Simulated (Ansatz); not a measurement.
MnS in Ansatz: the effect of starting spin order

The system is MnS.

```xyz
2
Lattice="0.0000 2.6045 2.6045 2.6045 0.0000 2.6045 2.6045 2.6045 0.0000" Properties=species:S:1:pos:R:3 pbc="T T T"
Mn    0.0000    0.0000    0.0000
S     2.6045    2.6045    2.6045
```

Alike in all runs:

| Item | Value |
| --- | --- |
| Program | Ansatz 0.2.0 |
| Task | single point |
| Functional | PBEsol |
| Potentials or basis | Ansatz PAW |
| Cutoff | 420 eV (not typed: the program's choice for these potentials) |
| k mesh | 9 × 9 × 9 |
| Occupations | fermi-dirac, width 0.05 eV |

```tsv
starting spin order	spin	starting moments	energy over the lowest run (meV/atom)	final net moment (μB)	final largest site moment (μB)
spin off	no spin polarisation	-	?	?	?
fm	collinear spin, ferromagnetic start	[4.0, 0.0] μB	0.0	4.68	4.18
random	collinear spin, random start	[0.92, 0.0] μB	0.0	4.68	4.18
ferromagnetic start, larger moments	collinear spin, ferromagnetic start	[5.5, 0.0] μB	0.0	4.68	4.18
```

Problem. What does the run with starting spin order spin off give?

Solution. Energy over the lowest run 1065.0 meV/atom; final net moment 0.00 μB; final largest site moment 0.00 μB.

Caveats: a cell with one magnetic atom can't hold antiferromagnetic order, which such compounds often take (some runs).
